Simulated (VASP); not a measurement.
Computed with optB86b-vdW, VASP's PBE PAW potentials (set 64) (plane waves; VASP 6.6.1).

Input for VASP

### POSCAR
```
BaF2
1
    0.0000000000     3.1100259483     3.1100259483
    3.1100259483     0.0000000000     3.1100259483
    3.1100259483     3.1100259483     0.0000000000
Ba F
1 2
Direct
  0.0000000000   0.0000000000   0.0000000000
  0.2500000000   0.2500000000   0.2500000000
  0.7500000000   0.7500000000   0.7500000000
```

KPOINTS:
```
Automatic mesh
0
Gamma
7 7 7
0 0 0
```

INCAR:
```
! general
SYSTEM  =BaF2
PREC    =Accurate
ENCUT   =520   ! plane-wave cut-off (eV)
LREAL   =.False.
LASPH   =.True.   ! aspherical one-centre terms

! electronic loop
EDIFF   =1E-7   ! SCF stop (eV)
NELM    =100   ! most electronic steps
ALGO    =Normal   ! blocked Davidson
LMAXMIX =4   ! l cut-off of mixed one-centre charges

! smearing
ISMEAR  =-5

! functional
GGA     =MK
LUSE_VDW=.True.
AGGAC   =0.0
PARAM1  =0.1234
PARAM2  =1.0

! ions
ISIF    =2   ! forces and stress, cell fixed

! output
LWAVE   =.False.
LCHARG  =.True.
LORBIT  =11   ! lm-projected
NEDOS   =601   ! DOS grid

! other
LEFG    =.True.
```

POTCAR, in this order: Ba_sv F (PBE.64 set). Program: vasp_std.

The resulting files:

File OSZICAR:
```
       N       E                     dE             d eps       ncg     rms          rms(c)
DAV:   1     0.161540076151E+03    0.16154E+03   -0.13272E+04   640   0.140E+03
DAV:   2    -0.694031379544E+01   -0.16848E+03   -0.16454E+03   816   0.293E+02
DAV:   3    -0.130564739283E+02   -0.61162E+01   -0.61092E+01   872   0.643E+01
DAV:   4    -0.131614297311E+02   -0.10496E+00   -0.10494E+00   824   0.701E+00
DAV:   5    -0.131660274862E+02   -0.45978E-02   -0.45977E-02   856   0.101E+00    0.849E+00
DAV:   6    -0.113923920842E+02    0.17736E+01   -0.96872E+00   640   0.247E+01    0.433E+00
DAV:   7    -0.113771294102E+02    0.15263E-01   -0.36227E-01   856   0.558E+00    0.220E+00
DAV:   8    -0.113788145825E+02   -0.16852E-02   -0.60595E-02   688   0.303E+00    0.292E-01
DAV:   9    -0.113837819116E+02   -0.49673E-02   -0.13278E-02   768   0.843E-01    0.143E-01
DAV:  10    -0.113852160248E+02   -0.14341E-02   -0.24782E-03   640   0.403E-01    0.384E-02
DAV:  11    -0.113852209674E+02   -0.49426E-05   -0.30782E-04   880   0.138E-01    0.210E-02
DAV:  12    -0.113852235718E+02   -0.26044E-05   -0.51831E-05   640   0.570E-02    0.271E-03
DAV:  13    -0.113852239185E+02   -0.34673E-06   -0.19672E-06   912   0.970E-03    0.260E-03
DAV:  14    -0.113852240187E+02   -0.10018E-06   -0.89171E-08   488   0.274E-03    0.535E-04
DAV:  15    -0.113852240431E+02   -0.24337E-07   -0.73994E-08   512   0.239E-03
   1 F= -.11385224E+02 E0= -.11385224E+02  d E =0.000000E+00
```

### OUTCAR
```
------------------------ aborting loop because EDIFF is reached ----------------------------------------
  FORCE on cell =-STRESS in cart. coord.  units (eV):
  Direction    XX          YY          ZZ          XY          YZ          ZX
  --------------------------------------------------------------------------------------
  Total        0.0160648      0.0160648      0.0160648      0.0000000      0.0000000      0.0000000
  in kB        0.4278221      0.4278221      0.4278221      0.0000000      0.0000000      0.0000000
  external PRESSURE =       0.4278221 kB  Pullay stress =       0.0000000 kB
  volume of cell :       60.16
      direct lattice vectors                 reciprocal lattice vectors
     0.000000000  3.110025948  3.110025948    -0.160770363  0.160770363  0.160770363
     3.110025948  0.000000000  3.110025948     0.160770363 -0.160770363  0.160770363
     3.110025948  3.110025948  0.000000000     0.160770363  0.160770363 -0.160770363
 POSITION                                       TOTAL-FORCE (eV/Angst)
 -----------------------------------------------------------------------------------
      0.00000      0.00000      0.00000         0.000000      0.000000     -0.000000
      1.55501      1.55501      1.55501         0.000000      0.000000      0.000000
      4.66504      4.66504      4.66504        -0.000000     -0.000000     -0.000000
 -----------------------------------------------------------------------------------
    total drift:                                0.000000      0.000000      0.000000
  FREE ENERGIE OF THE ION-ELECTRON SYSTEM (eV)
  ---------------------------------------------------
  free  energy   TOTEN  =       -11.3852240431 eV

  energy  without entropy=      -11.3852240431  energy(sigma->0) =      -11.38522404

 total charge

# of ion       s       p       d       tot
------------------------------------------
    1        2.001   5.644   0.223   7.867
    2        1.730   4.355   0.000   6.085
    3        1.730   4.355   0.000   6.085
--------------------------------------------------
tot          5.460  14.354   0.223  20.037

 Electric field gradients after diagonalization (V/A^2)
 (convention: |V_zz| > |V_xx| > |V_yy|)
----------------------------------------------------------------------
 ion       V_xx      V_yy      V_zz     asymmetry (V_yy - V_xx)/ V_zz
----------------------------------------------------------------------
   1      -0.000    -0.000     0.000       0.000
   2       0.004     0.004    -0.008       0.000
   3       0.004     0.004    -0.008       0.000
```
(Selected blocks of OUTCAR.)

File OUTCAR:
```
 val. band max:       -2.2821359648   @ k =   0.4286   0.2857   0.1429

 cond. band min:       4.3197864009   @ k =   0.0000   0.0000   0.0000


 Fermi energy:        -2.2531727036

 k-point     1 :       0.0000    0.0000    0.0000
  band No.  band energies     occupation
      1     -25.3161      2.00000
      2     -21.0548      2.00000
      3     -21.0260      2.00000
      4     -10.1449      2.00000
      5     -10.1449      2.00000
      6     -10.1449      2.00000
      7      -3.7237      2.00000
      8      -3.7237      2.00000
      9      -3.7237      2.00000
     10      -2.3407      2.00000
     11      -2.3407      2.00000
     12      -2.3407      2.00000
     13       4.3198      0.00000
     14       6.9170      0.00000
     15       6.9170      0.00000
     16       9.1262      0.00000

 k-point     2 :       0.1429    0.0000    0.0000
  band No.  band energies     occupation
      1     -25.2806      2.00000
      2     -21.0782      2.00000
      3     -21.0654      2.00000
      4     -10.1804      2.00000
      5     -10.1751      2.00000
      6     -10.1751      2.00000
      7      -3.6407      2.00000
      8      -3.6407      2.00000
      9      -3.5189      2.00000
     10      -2.4800      2.00000
     11      -2.3684      2.00000
     12      -2.3684      2.00000
     13       4.7679      0.00000
     14       6.8953      0.00000
     15       6.8953      0.00000
     16       8.8880      0.00000

 k-point     3 :       0.2857    0.0000    0.0000
  band No.  band energies     occupation
      1     -25.1979      2.00000
      2     -21.1860      2.00000
      3     -21.1043      2.00000
      4     -10.2508      2.00000
      5     -10.2408      2.00000
      6     -10.2408      2.00000
      7      -3.4658      2.00000
      8      -3.4658      2.00000
      9      -3.0569      2.00000
     10      -2.7337      2.00000
     11      -2.4154      2.00000
     12      -2.4154      2.00000
     13       5.7230      0.00000
...
```

Unless said otherwise, spin-orbit coupling is left out, though it shifts the bands of the heavy elements here.

The compound is BaF2 in the fluorite structure. It was relaxed first.
